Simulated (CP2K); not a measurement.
Runs of CP2K 2026.2 on Li2S. It takes space group Fm-3m (No. 225, cubic). Conventional cell: a = 5.689 Å, b = 5.689 Å, c = 5.689 Å, α = 90.00°, β = 90.00°, γ = 90.00°. Around S (site symmetry m-3m) lie 8 Li at 2.46 Å. Li (site symmetry -43m) has 4 S at 2.46 Å as nearest neighbours. 

```tsv
task	level	potentials or basis	smearing	EPS_DEFAULT	NGRIDS	CUTOFF of the grids	points a segment of the path (NPOINTS)	bands added on the path	gap on the mesh (eV)	pressure (GPa)
band structure	LDA	GTH_POTENTIALS S GTH-PADE-q6, Li GTH-PADE-q3; TZVP-MOLOPT-PBE-GTH basis	fermi-dirac 0.0259 eV	1.0E-10	5	450 Ry	8	4	3.52	-2.5
band structure	r2SCAN	POTENTIAL_UZH S GTH-SCAN-q6, Li GTH-SCAN-q3; TZVP-MOLOPT-SCAN-GTH basis	fermi-dirac 0.05 eV	1.0E-10	5	675 Ry	10	2	(a)	(b)
band structure	TB-mBJ	POTENTIAL_UZH S GTH-PBE-q6, Li GTH-PBE-q3; TZVP-MOLOPT-PBE-GTH basis	fermi-dirac 0.05 eV	1.0E-9	5	675 Ry	10	4	4.36	-
band structure	PBEsol	POTENTIAL_UZH S GTH-PBE-q6, Li GTH-PBE-q3; TZVP-MOLOPT-PBE-GTH basis	fermi-dirac 0.1 eV	1.0E-9	4	450 Ry	6	4	3.59	-0.4
```

Alike in all rows: no spin polarisation; cell as given; k mesh 8 × 8 × 8.

**Question.** Fill in the values left out.

**Answer.** (a) 4.41; (b) 0.2.

Caveats: the basis of atomic orbitals isn't converged, which shifts pressures, moduli and gaps; the potentials were made for another functional, which shifts forces and pressure (some runs); this is a model potential without an energy functional, so only levels have meaning (some runs).

